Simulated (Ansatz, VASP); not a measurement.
TiB2 in VASP and in Ansatz

POSCAR

```
TiB2
1.0
    3.0886111617      0.0000000000      0.0000000000
   -1.5443055808      2.6748157284      0.0000000000
    0.0000000000      0.0000000000      3.2917180359
Ti B
1 2
Direct
    0.0000000000      0.0000000000      0.0000000000
    0.6666666667      0.3333333333      0.5000000000
    0.3333333333      0.6666666667      0.5000000000
```

The input INCAR.step1:

```
SYSTEM = TiB2
PREC = Accurate
ENCUT = 520
ISMEAR = -1
SIGMA = 0.05
LREAL = .FALSE.
LASPH = .TRUE.
NELM = 80
NBANDS = 16
GGA = PE
ALGO = Normal
EDIFF = 1E-4
LWAVE = .TRUE.
LCHARG = .FALSE.
```

File INCAR.step2:

```
SYSTEM = TiB2
PREC = Accurate
ENCUT = 520
EDIFF = 1E-6
ISMEAR = -1
SIGMA = 0.05
LREAL = .FALSE.
LASPH = .TRUE.
NELM = 80
ALGO = Normal
ISIF = 2
LWAVE = .FALSE.
LCHARG = .TRUE.
METAGGA = R2SCAN
LMIXTAU = .TRUE.
LELF = .TRUE.
LVHAR = .TRUE.
NBANDS = 16
ISTART = 1
```

Contents of KPOINTS:

```
regular mesh
0
G
  10 10 8
  0 0 0
```

Contents of input.yaml:

```yaml
crystal:
  lattice:
    - [3.0886111617, 0.0, 0.0]
    - [-1.5443055808, 2.6748157284, 0.0]
    - [0.0, 0.0, 3.2917180359]
  atoms:
    - { symbol: Ti, position: [0.0, 0.0, 0.0] }
    - { symbol: B, position: [0.6666666667, 0.3333333333, 0.5] }
    - { symbol: B, position: [0.3333333333, 0.6666666667, 0.5] }
hamiltonian:
  xc: r2scan
  pseudopotentials: { kind: paw }
kpoints:
  mp_grid: { grid: [10, 10, 8] }
scf:
  occupations: { method: fermi_dirac, width: 0.05 }
output:
  forces: true
  stress: true
  eigenvalues: true
```

Alike in both runs: task single point; functional r2SCAN; k mesh 10 × 10 × 8; occupations fermi-dirac, width 0.05 eV; no spin polarisation.

|  | VASP | Ansatz |
| --- | --- | --- |
| version | VASP 6.6.1 | Ansatz 0.2.0 |
| potentials or method | VASP PAW PBE potentials, release 64 (Ti_sv, B) | Ansatz PAW |
| plane-wave cutoff (eV) | 520 | 500 |
| valence electrons in the cell | 18 | 18 |

|  | VASP | Ansatz | Ansatz less VASP |
| --- | --- | --- | --- |
| gap on the k mesh at the Fermi level (eV) | none | none | - |
| pressure (GPa) | -13.9 | -14.6 | -0.67 |
| largest component of the traceless stress (GPa) | 2.46 | 2.39 | -0.067 |

A gap of «none» marks a metal or a gap that the smearing closes.

Caveats: the PAW data sets were made with another functional, which shifts forces and pressure a little (VASP); the PAW data sets come from PBE, with cores solved anew for the run's functional, which leaves a small shift of forces and pressure (Ansatz).
